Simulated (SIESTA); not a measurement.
## TiNi under changes of volume

One of the cells (13.671 Å³/atom); the others are scaled copies at fixed shape and fractional positions:

```xyz
2
Lattice="2.7539 0.0000 0.0000 0.0000 2.7539 0.0000 0.0000 0.0000 3.6051" Properties=species:S:1:pos:R:3 pbc="T T T"
Ni    0.0000    0.0000    0.0000
Ti    1.3770    1.3770    1.8026
```

The cell comes from a database or a generator and needn't be the stable form of this composition.

| Item | Value |
| --- | --- |
| Program | SIESTA 5.4.2 |
| Functional | PBEsol |
| Potentials or basis | PseudoDojo 0.4 standard (PBEsol files) |
| Basis | DZP (energy shift 0.003 Ry; two zetas on semicore shells) |
| Grid cutoff | 800 Ry |
| Energy shift | 0.003 Ry |
| k mesh | 10 × 10 × 8 |
| Occupations | fermi-dirac, width 0.05 eV |
| Spin | collinear spin, ferromagnetic start |
| Starting moments | [1.0, 1.0] μB |

```csv
volume (Å³/atom),energy over the lowest point (meV/atom),pressure (GPa)
12.599,2.05,3.3
12.867,0.00,-0.6
13.135,4.34,-4.3
13.671,?,?
13.939,48.97,-12.8
14.207,72.55,-15.2
```

**Question.** What does the run at 13.671 Å³/atom give?

**Answer.** Energy over the lowest point 29.50 meV/atom; pressure -10.3 GPa.

Worked out: A Birch-Murnaghan fit of order 3 (a polynomial in V^(-2/3)) to the other rows has its minimum at 12.81 Å³/atom with B0 = V·E''(V) = 186 GPa and B' = 4.5 at fixed shape and positions, which overstates the stiffness. It gives 29.41 meV/atom at 13.671 Å³/atom, against the run's 29.50, and -dE/dV = -10.4 GPa, against -10.3.

Energies are extrapolated to zero smearing.

Caveats: short orbitals over semicore shells can move pressures by several GPa; the basis of atomic orbitals isn't converged, which shifts pressures, moduli and gaps.
